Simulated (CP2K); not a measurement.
Crystal: BaTiO3.

```xyz
5
Lattice="3.9998 0.0000 0.0000 0.0000 3.9998 0.0000 0.0000 0.0000 4.0180" Properties=species:S:1:pos:R:3 pbc="T T T"
Ba    0.0000    0.0000    0.0000
Ti    1.9999    1.9999    1.9688
O     0.0000    1.9999    2.0773
O     1.9999    0.0000    2.0773
O     1.9999    1.9999    0.0763
```

Base run:

```yaml
Program: CP2K 2026.2
Functional: PBE
Potentials_or_basis: POTENTIAL_UZH Ba GTH-PBE-q10, Ti GTH-PBE-q12, O GTH-PBE-q6; TZVP-MOLOPT-PBE-GTH basis
Density_cutoff: 9524 eV
k_mesh: 7 × 7 × 7
Occupations: fermi-dirac, width 0.05 eV
Spin: no spin polarisation
```

Its results: band gap on the k mesh 1.86 eV, indirect (least direct gap 2.05 eV); pressure 4.1 GPa.

Question: The run is repeated on the same cell with these changes: potentials or basis from POTENTIAL_UZH Ba GTH-PBE-q10, Ti GTH-PBE-q12, O GTH-PBE-q6; TZVP-MOLOPT-PBE-GTH basis to POTENTIAL_UZH Ba GTH-PBE-q10, Ti GTH-PBE-q12, O GTH-PBE-q6; ccGRB-D basis; basis sets from Ba TZVP-MOLOPT-PBE-GTH-q10, Ti TZVP-MOLOPT-PBE-GTH-q12, O TZVP-MOLOPT-PBE-GTH-q6 to Ba ccGRB-D-q10, Ti ccGRB-D-q12, O ccGRB-D-q6. What comes out?

Answer: Band gap on the k mesh 1.82 eV, indirect (least direct gap 2.03 eV); pressure 6.1 GPa.

Caveats: spin-orbit coupling is left out, which moves the levels of the heavy elements; the mesh misses the band edges, which the band path finds closer together; the basis of atomic orbitals isn't converged, which shifts pressures, moduli and gaps.
